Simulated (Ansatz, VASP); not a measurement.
## KBr: VASP beside Ansatz

```
CELL_PARAMETERS angstrom
0.00000 3.29250 3.29250
3.29250 0.00000 3.29250
3.29250 3.29250 0.00000
ATOMIC_POSITIONS crystal
K 0.00000 0.00000 0.00000
Br 0.50438 0.50438 0.50438
```

Alike in both runs: task single point; functional PBE; k mesh 7 × 7 × 7; occupations fermi-dirac, width 0.01 eV; no spin polarisation.

```csv
,VASP,Ansatz
version,VASP 6.6.1,Ansatz 0.2.0
potentials or method,"VASP PAW PBE potentials, release 64 (K_sv, Br), cutoff 520 eV","all-electron LAPW, scalar-relativistic"
```

```tsv
	VASP	Ansatz	Ansatz less VASP
gap on the k mesh at the Fermi level (eV)	4.45	4.45	+0.002
pressure (GPa)	0.9	0.8	-0.04
rms of the force components (eV/Å)	0.037	0.036	-0.0005
```

Atom by atom the forces differ by 0.001 eV/Å (rms over components). Ansatz ran all-electron here, so the differences hold the error of VASP's frozen core and of both bases.
